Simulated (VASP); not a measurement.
## VASP 6.6.1, PBE single-point calculation, SiO$_{2}$ (strained rutile)

INCAR

```
ISMEAR = -1
PREC = Accurate
LWAVE = .FALSE.
EDIFF = 1E-7
NELM = 120
LELF = .TRUE.
ENCUT = 520
LASPH = .TRUE.
NBANDS = 25
SIGMA = 0.02
ISIF = 2
NSW = 0
LCHARG = .TRUE.
IBRION = -1
LREAL = .FALSE.
GGA = PE
```

KPOINTS

```
KPOINTS created by Atomic Simulation Environment
0
Gamma
6 6 10
0 0 0
```

KPOINTS_OPT

```
special points
6
Reciprocal
0.0000000000 0.0000000000 0.0000000000 1
0.0000000000 0.5000000000 0.0000000000 1
0.5000000000 0.5000000000 0.0000000000 1
0.0000000000 0.0000000000 0.5000000000 1
0.0000000000 0.5000000000 0.5000000000 1
0.5000000000 0.5000000000 0.5000000000 1
```

POSCAR

```
Si O
 1.0000000000000000
     4.1851887985999996    0.0000000000000000    0.0000000000000000
     0.0000000000000000    4.1851887985999996    0.0000000000000000
     0.0000000000000000    0.0000000000000000    2.7222166888000001
 Si  O
   2   4
Cartesian
  0.0000000000000000  0.0000000000000000  0.0000000000000000
  2.0925943992999998  2.0925943992999998  1.3611083444000001
  1.2806985796412340  1.2806985796412340  0.0000000000000000
  0.8118958196587656  3.3732929789412340  1.3611083444000001
  3.3732929789412340  0.8118958196587656  1.3611083444000001
  2.9044902189587654  2.9044902189587654  0.0000000000000000
```

VASP ran with the recommended PBE PAW datasets (32 valence electrons in the cell).

Command

```
mpirun -np 1 vasp_std
```

OSZICAR

```
N       E                     dE             d eps       ncg     rms          rms(c)
DAV:   1     0.135017166536E+03    0.13502E+03   -0.17647E+04  3000   0.123E+03
DAV:   2    -0.440268707555E+02   -0.17904E+03   -0.17051E+03  3844   0.277E+02
DAV:   3    -0.508583540946E+02   -0.68315E+01   -0.68005E+01  4014   0.515E+01
DAV:   4    -0.509022088645E+02   -0.43855E-01   -0.43839E-01  3547   0.480E+00
DAV:   5    -0.509025610923E+02   -0.35223E-03   -0.35217E-03  4036   0.410E-01    0.171E+01
DAV:   6    -0.462244365826E+02    0.46781E+01   -0.13161E+01  3782   0.244E+01    0.776E+00
DAV:   7    -0.462739646050E+02   -0.49528E-01   -0.78711E-01  3830   0.503E+00    0.288E+00
DAV:   8    -0.462872796333E+02   -0.13315E-01   -0.26695E-02  3773   0.139E+00    0.109E+00
DAV:   9    -0.462938850306E+02   -0.66054E-02   -0.97858E-03  3811   0.828E-01    0.260E-01
DAV:  10    -0.462940933422E+02   -0.20831E-03   -0.50939E-04  3806   0.158E-01    0.458E-02
DAV:  11    -0.462940702049E+02    0.23137E-04   -0.89433E-05  3808   0.678E-02    0.757E-03
DAV:  12    -0.462940709905E+02   -0.78556E-06   -0.52444E-06  3728   0.163E-02    0.320E-03
DAV:  13    -0.462940710771E+02   -0.86649E-07   -0.36745E-07  3867   0.431E-03
   1 F= -.46294071E+02 E0= -.46294071E+02  d E =-.331008E-11
       N       E                     dE             ncg
DAV:   1     0.377071134656E+04   -0.46052E+04      300
DAV:   2     0.273642511631E+04   -0.10343E+04      380
DAV:   3     0.269977951305E+04   -0.36646E+02      398
DAV:   4     0.269954568758E+04   -0.23383E+00      351
DAV:   5     0.269954348877E+04   -0.21988E-02      407
DAV:   6     0.269954345451E+04   -0.34258E-04      343
DAV:   7     0.269954345384E+04   -0.67400E-06      408
DAV:   8     0.269954345382E+04   -0.12853E-07      230
```

From OUTCAR

```
k-points           NKPTS =     60   k-points in BZ     NKDIM =     60   number of bands    NBANDS=     25

   NELECT =      32.0000    total number of electrons

   dimension x,y,z NGX =    32 NGY =   32 NGZ =   20
   dimension x,y,z NGXF=    64 NGYF=   64 NGZF=   40

  energy-cutoff  :      520.00
  volume of cell :       47.68
      direct lattice vectors                 reciprocal lattice vectors
     4.185188799  0.000000000  0.000000000     0.238937847  0.000000000  0.000000000
     0.000000000  4.185188799  0.000000000     0.000000000  0.238937847  0.000000000
     0.000000000  0.000000000  2.722216689     0.000000000  0.000000000  0.367347685

 k-points in reciprocal lattice and weights: KPOINTS created by Atomic Simulation Env
   0.00000000  0.00000000  0.00000000       0.003
   0.16666667  0.00000000  0.00000000       0.011
   0.33333333  0.00000000  0.00000000       0.011
   0.50000000  0.00000000  0.00000000       0.006
   0.16666667  0.16666667  0.00000000       0.011
   0.33333333  0.16666667  0.00000000       0.022
   0.50000000  0.16666667  0.00000000       0.011
   0.33333333  0.33333333  0.00000000       0.011
   ...

 E-fermi :   8.3525

 k-point     1 :       0.0000    0.0000    0.0000
  band No.  band energies     occupation
      1     -14.3771      2.00000
      2     -10.8255      2.00000
      3     -10.8255      2.00000
      4     -10.5651      2.00000
      5      -2.8031      2.00000
      6       1.7270      2.00000
      7       1.7270      2.00000
      8       1.8979      2.00000
      9       2.4363      2.00000
     10       2.9769      2.00000
     11       4.7847      2.00000
     12       4.7847      2.00000
     13       5.3764      2.00000
     14       7.0997      2.00000
     15       7.0997      2.00000
     16       7.9445      2.00000
     17      13.0550      0.00000
     18      14.2727      0.00000
     19      15.9942      0.00000
     20      15.9942      0.00000
     21      19.0400      0.00000
     22      19.0764      0.00000
     23      22.0671      0.00000
     24      22.0671      0.00000
     25      23.5615      0.00000

 k-point     2 :       0.1667    0.0000    0.0000
  band No.  band energies     occupation
      1     -14.2333      2.00000
      2     -11.4556      2.00000
      3     -10.7541      2.00000
      4     -10.2409      2.00000
      5      -2.5903      2.00000
      6       0.9794      2.00000
      7       1.7710      2.00000
      8       2.4067      2.00000
      9       2.5486      2.00000
     10       3.5438      2.00000
     11       4.5042      2.00000
     12       4.8482      2.00000
     13       5.4355      2.00000
     14       6.5144      2.00000
     15       7.0533      2.00000
     16       7.7315      2.00000
     17      13.5123      0.00000
     18      14.5135      0.00000
     19      16.0817      0.00000
     20      16.0890      0.00000
     21      19.3025      0.00000
     22      19.4642      0.00000
     23      21.3319      0.00000
     24      21.5128      0.00000
     25      23.3694      0.00000

 k-point     3 :       0.3333    0.0000    0.0000
  band No.  band energies     occupation
      1     -13.8133      2.00000
      2     -12.3257      2.00000
      3     -10.5626      2.00000
      4     -10.1620      2.00000
      5      -2.0154      2.00000
      6      -0.1458      2.00000
      7       2.3956      2.00000
      8       2.8723      2.00000
      9       3.2939      2.00000
     10       3.9509      2.00000
     11       4.0203      2.00000
     12       5.0183      2.00000
     13       5.2511      2.00000
     14       5.4040      2.00000
     15       6.9454      2.00000
     16       7.2373      2.00000
     17      14.4595      0.00000
     18      15.0803      0.00000
     19      16.2879      0.00000
     20      16.4682      0.00000
     21      19.3616      0.00000
     22      19.9562      0.00000
     23      19.9790      0.00000
     24      21.6889      0.00000
     25      22.3088      0.00000

 k-point     4 :       0.5000    0.0000    0.0000
  band No.  band energies     occupation
      1     -13.1533      2.00000
      2     -13.1533      2.00000
      3     -10.3228      2.00000
      4     -10.3228      2.00000
      5      -1.1785      2.00000
      6      -1.1785      2.00000
      7       3.3654      2.00000
      8       3.3654      2.00000
      9       3.4763      2.00000
     10       3.4763      2.00000
     11       4.1811      2.00000
     12       4.1811      2.00000
     13       5.2348      2.00000
     14       5.2348      2.00000
     15       6.9198      2.00000
     16       6.9198      2.00000
     17      15.2159      0.00000
     18      15.2159      0.00000
     19      16.6049      0.00000
     20      16.6049      0.00000
     21      19.0263      0.00000
     22      19.0263      0.00000
     23      20.9792      0.00000
     24      20.9792      0.00000
     25      22.7673      0.00000

 k-point     5 :       0.1667    0.1667    0.0000
  band No.  band energies     occupation
      1     -14.0934      2.00000
      2     -11.6345      2.00000
      3     -10.9187      2.00000
      4     -10.1523      2.00000
      5      -2.3561      2.00000
      6       0.8496      2.00000
      7       1.6370      2.00000
      8       2.6583      2.00000
      9       2.6872      2.00000
     10       3.8588      2.00000
     11       4.4356      2.00000
     12       4.7504      2.00000
     13       5.4402      2.00000
     14       6.1612      2.00000
     15       6.8645      2.00000
     16       7.5484      2.00000
     17      13.8140      0.00000
     18      14.7446      0.00000
     19      15.9716      0.00000
     20      16.4872      0.00000
     21      19.5360      0.00000
     22      19.7331      0.00000
     23      20.7538      0.00000
     24      21.3690      0.00000
     25      23.3350      0.00000

 k-point     6 :       0.3333    0.1667    0.0000
  band No.  band energies     occupation
      1     -13.6859      2.00000
      2     -12.2928      2.00000
      3     -10.8072      2.00000
      4     -10.2383      2.00000
      5      -1.7415      2.00000
      6       0.0527      2.00000
      7       2.1666      2.00000
      8       2.9734      2.00000
      9       3.4732      2.00000
     10       3.9964      2.00000
     11       4.0165      2.00000
     12       4.8730      2.00000
     13       5.2176      2.00000
     14       5.3387      2.00000
     15       6.6930      2.00000
     16       7.0979      2.00000
     17      14.4625      0.00000
     18      15.1958      0.00000
     19      16.3414      0.00000
     20      16.8623      0.00000
     21      19.3734      0.00000
     22      20.2012      0.00000
     23      20.2514      0.00000
     24      21.5431      0.00000
     25      22.4194      0.00000

 k-point     7 :       0.5000    0.1667    0.0000
  band No.  band energies     occupation
      1     -13.0543      2.00000
      2     -13.0543      2.00000
      3     -10.5131      2.00000
      4     -10.5131      2.00000
      5      -0.8987      2.00000
      6      -0.8987      2.00000
      7       3.2016      2.00000
      8       3.2016      2.00000
      9       3.4484      2.00000
     10       3.4484      2.00000
     11       4.3877      2.00000
     12       4.3877      2.00000
     13       5.1168      2.00000
     14       5.1168      2.00000
     15       6.7359      2.00000
     16       6.7359      2.00000
     17      15.1098      0.00000
     18      15.1098      0.00000
     19      16.8472      0.00000
     20      16.8472      0.00000
     21      19.3905      0.00000
     22      19.3905      0.00000
     23      21.2075      0.00000
     24      21.2075      0.00000
     25      22.3773      0.00000

 k-point     8 :       0.3333    0.3333    0.0000
  band No.  band energies     occupation
      1     -13.3242      2.00000
      2     -12.3691      2.00000
      3     -11.0965      2.00000
      4     -10.5419      2.00000
      5      -1.0582      2.00000
      6       0.2623      2.00000
      7       1.9700      2.00000
      8       3.2580      2.00000
      9       3.5320      2.00000
     10       3.9888      2.00000
     11       4.0714      2.00000
     12       4.6825      2.00000
     13       5.1254      2.00000
     14       5.2559      2.00000
     15       6.2312      2.00000
     16       6.6944      2.00000
     17      14.6110      0.00000
     18      15.2411      0.00000
     19      16.8427      0.00000
     20      17.3300      0.00000
     21      19.5511      0.00000
     22      20.8528      0.00000
     23      20.8664      0.00000
     24      21.3310      0.00000
     25      22.5608      0.00000

 ...

  Total        1.5342494      1.5342494     -0.9259481      0.0000000      0.0000000      0.0000000
  in kB       51.5529752     51.5529752    -31.1131801      0.0000000      0.0000000      0.0000000
  external PRESSURE =      23.9975901 kB  Pullay stress =       0.0000000 kB

 POSITION                                       TOTAL-FORCE (eV/Angst)
 -----------------------------------------------------------------------------------
      0.00000      0.00000      0.00000         0.000000      0.000000      0.000000
      2.09259      2.09259      1.36111         0.000000      0.000000      0.000000
      1.28070      1.28070      0.00000        -0.050864     -0.050864      0.000000
      0.81190      3.37329      1.36111         0.050864     -0.050864      0.000000
      3.37329      0.81190      1.36111        -0.050864      0.050864     -0.000000
      2.90449      2.90449      0.00000         0.050864      0.050864     -0.000000
 -----------------------------------------------------------------------------------
    total drift:                                0.000000      0.000000     -0.000000

  FREE ENERGIE OF THE ION-ELECTRON SYSTEM (eV)
  ---------------------------------------------------
  free  energy   TOTEN  =       -46.2940710771 eV

  energy  without entropy=      -46.2940710771  energy(sigma->0) =      -46.29407108
```

* gap between bands v and c: 5.11 eV
* least direct gap: 5.11 eV
* pressure: 2.4 GPa
* largest force: 0.07 eV/Å

Band v is the last that the valence electrons fill when counted band by band, and c is the next.

The run took about 35 s on one core of a shared host (Intel Xeon Platinum 8488C) and held 0.22 GiB at most.
